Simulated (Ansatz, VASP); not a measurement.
One calculation of Na, two programs

```
Na
1.0
    -2.14537    2.14537    2.14537
     2.14537   -2.14537    2.14537
     2.14537    2.14537   -2.14537
Na
1
Direct
  0.00000 0.00000 0.00000
```

Change from the starting cell: volume scaled by 1.04, crystal datasets.

Alike in both runs: task electric field gradients; functional PBEsol; k mesh 12 × 12 × 12; occupations fermi-dirac, width 0.05 eV; no spin polarisation.

```csv
,VASP,Ansatz
version,VASP 6.6.1,Ansatz 0.2.0
potentials or method,"VASP PAW PBE potentials, release 64 (Na_pv), cutoff 520 eV","all-electron PAW with datasets made for the crystal, scalar-relativistic"
```

```tsv
	VASP	Ansatz	Ansatz less VASP
pressure (GPa)	-0.6	-0.6	+0.01
Vzz of the field gradient on the site that differs most (V/Å²)	0.0	0.0	0.00
```

Ansatz ran all-electron here, so the differences hold the error of VASP's frozen core and of both bases.

Caveats: the PAW data sets were made with another functional, which shifts forces and pressure a little (VASP).
